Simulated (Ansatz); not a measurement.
**Cost and result for the equilibrium volume of W**

```cif
data_structure
_symmetry_space_group_name_H-M 'P 1'
_symmetry_Int_Tables_number 1
_cell_length_a 2.7407
_cell_length_b 2.7407
_cell_length_c 2.7407
_cell_angle_alpha 109.471
_cell_angle_beta 109.471
_cell_angle_gamma 109.471
_cell_volume 15.85
loop_
_atom_site_label
_atom_site_type_symbol
_atom_site_fract_x
_atom_site_fract_y
_atom_site_fract_z
_atom_site_occupancy
W1 W 0.00000 0.00000 0.00000 1
```

```csv
rung,level,program and potentials,cutoff (eV),k mesh,smearing,task,core time,chip,equilibrium volume (Å³/atom),miss,notes
GGA,PBEsol,"Ansatz, Ansatz PAW",420,12 × 12 × 12,fermi-dirac 0.05,relaxation of cell and atoms,3.1 s,Intel Xeon,15.69,-0.7 %,"potentials made for PBE, which Ansatz adapts in part"
GGA + dispersion,PBE+D3(BJ),"Ansatz, Ansatz PAW",420,12 × 12 × 12,fermi-dirac 0.05,relaxation of cell and atoms,4.1 s,Intel Xeon,15.78,-0.1 %,-
GGA + dispersion,PBEsol+D4,"Ansatz, Ansatz PAW",420,12 × 12 × 12,fermi-dirac 0.05,relaxation of cell and atoms,5.3 s,Intel Xeon,15.50,-1.9 %,"potentials made for PBE, which Ansatz adapts in part"
GGA + dispersion,PBEsol+D3(BJ),"Ansatz, Ansatz PAW",420,12 × 12 × 12,fermi-dirac 0.05,equation of state,7.9 s,Arm Neoverse V1,(a),?,"potentials made for PBE, which Ansatz adapts in part"
GGA,RPBE,"Ansatz, Ansatz PAW",420,12 × 12 × 12,fermi-dirac 0.05,equation of state,8 s,Arm Neoverse V1,16.35,+3.5 %,"potentials made for PBE, which Ansatz adapts in part"
GGA + dispersion,BLYP+D4,"Ansatz, Ansatz PAW",420,12 × 12 × 12,fermi-dirac 0.05,equation of state,9.4 s,Arm Neoverse V1,15.95,+0.9 %,"potentials made for PBE, which Ansatz adapts in part"
GGA,PBE,"Ansatz, Ansatz PAW (files of its older set among them)",760,12 × 12 × 12,fermi-dirac 0.05,equation of state,39 s,Arm Neoverse N1,(b),?,-
hybrid,HSE06,"Ansatz, Ansatz PAW",420,8 × 8 × 8,fermi-dirac 0.05,equation of state,2 min,AMD EPYC 7R13 Zen 3,15.81,+0.1 %,"potentials made for PBE, which Ansatz adapts in part"
```

Times are single runs on shared hosts and different chips, so they are rough; meshes, cutoffs and the tasks' sizes weigh on the time. All rows: no spin polarisation. Smearing widths are in eV. For a metal such meshes aren't converged. Meshes differ between rows, which moves values too. Meshes are those of the run's cell of 1 atom unless a note names another. Relaxations start from the cell shown or near it and stop with a little pressure left. Misses use the values as printed. Runs on faulty files, with rough fits or with known faults for this quantity aren't shown. No row holds spin-orbit coupling.

Measured: 15.8 Å³/atom (arxiv:2311.02034). The runs are for a static lattice.

Q: Estimate the values left out from the other rows.

A: (a) 15.32 Å³/atom, miss -3.0 %; (b) 16.16 Å³/atom, miss +2.3 %.
